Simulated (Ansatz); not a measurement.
**NaCl: band gap under strain**

Aim: follow the gap of NaCl (rocksalt) through these states: +2.0 % equal strain in all directions; +3.0 % equal strain in all directions; +4.0 % equal strain in all directions. The table at the end shows which levels were run.

The runs shown are made with Ansatz 0.2.0. PAW datasets, plane waves. Computed at 0 K without zero-point motion; spin polarisation is off.

### 1 The structure to begin with

The unstrained cell was relaxed with r2SCAN; in each strained cell the atoms were relaxed again with r2SCAN. Names of k-points are those of the unstrained zone, where strain can split equivalent points. First state: +2.0 % equal strain in all directions.

The symmetry is Fm-3m (No. 225, cubic); conventional cell a = 5.718 Å, 23.36 Å³ an atom. Na has 6 Cl at 2.86 Å; Cl has 6 Na at 2.86 Å.

As a file:

```cif
data_structure
_symmetry_space_group_name_H-M 'P 1'
_symmetry_Int_Tables_number 1
_cell_length_a 4.0429
_cell_length_b 4.0429
_cell_length_c 4.0429
_cell_angle_alpha 60.000
_cell_angle_beta 60.000
_cell_angle_gamma 60.000
_cell_volume 46.73
loop_
_atom_site_label
_atom_site_type_symbol
_atom_site_fract_x
_atom_site_fract_y
_atom_site_fract_z
_atom_site_occupancy
Na1 Na 0.00000 0.00000 0.00000 1
Cl1 Cl 0.50000 0.50000 0.50000 1
```

From earlier runs on the unstrained cell: PBE 5.18 eV, r2SCAN 5.98 eV, HSE06 6.56 eV, G0W0 7.96 eV (on its mesh); a = 5.605 Å.

### 2 +2.0 % equal strain in all directions: PBE

The input, input.yaml:

```yaml
crystal:
  lattice:
    - [0.0, 2.8587528019, 2.8587528019]
    - [2.8587528019, 0.0, 2.8587528019]
    - [2.8587528019, 2.8587528019, 0.0]
  atoms:
    - { symbol: Na, position: [0.0, 0.0, 0.0] }
    - { symbol: Cl, position: [0.5, 0.5, 0.5] }
kpoints:
  mp_grid: { grid: [8, 8, 8] }
  band_path:
    path:
      - [0.0, 0.0, 0.0]
      - [0.5, 0.0, 0.5]
      - [0.625, 0.25, 0.625]
      - [0.375, 0.375, 0.75]
      - [0.5, 0.5, 0.5]
      - [0.5, 0.25, 0.75]
    npoints: 1
hamiltonian:
  xc: pbe
scf:
  occupations: { method: fermi_dirac, width: 0.02 }
  n_extra_bands: 4
output:
  forces: true
  stress: true
  eigenvalues: true
```

Command:

```sh
$ ansatz run input.yaml --threads 2 --pin off --max-ram 29491MiB --backend cpu --events-out ev --progress --plain --runs-dir out
```

After this run come: +2.0 % equal strain in all directions: r2SCAN; +2.0 % equal strain in all directions: HSE06; +2.0 % equal strain in all directions: r2SCAN; +2.0 % equal strain in all directions: G0W0@PBE; +3.0 % equal strain in all directions: PBE; +3.0 % equal strain in all directions: r2SCAN; +3.0 % equal strain in all directions: HSE06; +3.0 % equal strain in all directions: r2SCAN; +3.0 % equal strain in all directions: G0W0@PBE; +4.0 % equal strain in all directions: PBE; +4.0 % equal strain in all directions: r2SCAN; +4.0 % equal strain in all directions: HSE06; +4.0 % equal strain in all directions: r2SCAN; +4.0 % equal strain in all directions: G0W0@PBE.

Before running it: what results should come out?

**Answer**, as computed:

Least gap in eV (negative: overlap), with the change from the unstrained cell in brackets. G0W0 is on its own coarse mesh.

| state | volume change (%) | PBE | r2SCAN | HSE06 | G0W0 |
| --- | --- | --- | --- | --- | --- |
| +2.0 % equal strain in all directions | +6.1 | 4.95 (-0.23) | 5.73 (-0.25) | 6.32 (-0.24) | 7.73 (-0.23) |
| +3.0 % equal strain in all directions | +9.3 | 4.85 (-0.33) | 5.62 (-0.36) | 6.20 (-0.36) | 7.63 (-0.33) |
| +4.0 % equal strain in all directions | +12.5 | 4.75 (-0.43) | 5.52 (-0.46) | 6.09 (-0.47) | 7.54 (-0.42) |

What this shows: The largest move of the HSE06 gap in the table is -0.464 eV, under +4.0 % equal strain in all directions. PBE and HSE06 differ by 1.38 eV on the unstrained gap, and by at most 0.03 eV on its change: PBE follows the response to strain far better than the gap itself. No extrapolation in bands, cutoff or mesh was made for G0W0.
